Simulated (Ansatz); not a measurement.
# Al$_{3}$Cu$_{2}$: pressure against volume

Al$_{3}$Cu$_{2}$, P-3m1, a = 4.099 Å, c = 4.982 Å. The structure is a Materials Project entry; whether it is the stable form wasn't checked. Ansatz: PBEsol, PAW, 420 eV, Γ-centred 12×12×8 mesh on 5 atoms, Gaussian smearing 0.10 eV; no spin polarisation. Shape and atoms are relaxed at each volume; pressure is positive in compression.

```
V (Å³/atom) P (GPa)
     13.626     8.08
     14.061     3.68
     14.496    -0.03
     14.931        ?
     15.366    -5.71
```

Question: Take V0 = 14.496 Å³/atom, count pressures from its P0 = -0.03 GPa, fit the third-order Birch–Murnaghan form to the other rows, and predict the missing pressure.

Answer: With the Eulerian strain f = ½[(V0/V)^(2/3) − 1] and y = (P − P0)/[3f(1 + 2f)^(5/2)], the form is the line y = B0 + 1.5 B0 (B0′ − 4) f. Rows (f, y): 0.02106, 115.8; 0.01026, 114.6; -0.01906, 109.5. Means f = 0.004087, y = 113.30; Σ(Δf)² = 0.0008620, ΣΔfΔy = 0.1384; the slope is their ratio. y = 112.6 + 160.6 f GPa, so B0 = 112.6 GPa and B0′ = 4 + 2 × (160.6)/(3 × 112.6) = 4.95. At V = 14.931, f = -0.00976, y = 111.03 and P = -3.12 GPa. The run gave -3.13 GPa, so the fit is 0.01 GPa too high, within the rms miss on the fitted rows (0.01 GPa).